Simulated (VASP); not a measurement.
A run of VASP 6.6.1:

Contents of INCAR:

```
  PREC = Accurate
  ENCUT = 580
  EDIFF = 1E-7
  ISMEAR = 0
  SIGMA = 0.02
  LREAL = False
  LASPH = True
  NELM = 60
  ALGO = Fast
  ISIF = 3
  LWAVE = False
  LCHARG = False
  GGA = PS
  IBRION = 2
  NSW = 90
  EDIFFG = -0.005
```

File KPOINTS:

```
Automatic mesh
0
Gamma
  6 6 6
```

Contents of POSCAR:

```
B
1.0
    2.4491963900      1.4140442000      4.1747204400
   -2.4491963900      1.4140442000      4.1747204400
    0.0000000000     -2.8280883900      4.1747204400
B
12
Direct
    0.0099700400      0.6542851200      0.0099700400
    0.0099700400      0.0099700400      0.6542851200
    0.6542851200      0.0099700400      0.0099700400
    0.3457148800      0.9900299600      0.9900299600
    0.9900299600      0.3457148800      0.9900299600
    0.9900299600      0.9900299600      0.3457148800
    0.2205655700      0.6316348300      0.2205655700
    0.2205655700      0.2205655700      0.6316348300
    0.6316348300      0.2205655700      0.2205655700
    0.3683651700      0.7794344300      0.7794344300
    0.7794344300      0.3683651700      0.7794344300
    0.7794344300      0.7794344300      0.3683651700
```

Potentials or basis: VASP PAW PBE potentials, release 64 (B).

Launch:

```sh
$ cat potpaw_PBE.64/B/POTCAR > POTCAR
$ mpirun -np 1 vasp_std > vasp.out
```

Hardware: 1 thread of Intel(R) Xeon(R) 6975P-C (Granite Rapids) (shared host).

Problem. How long does it take, and how much memory?

Solution. Wall time 2.6 min on 1 thread of Intel(R) Xeon(R) 6975P-C (Granite Rapids), on a shared host, peak memory 0.27 GiB. Counts: scf iterations 51, k points 32, ion steps 7.
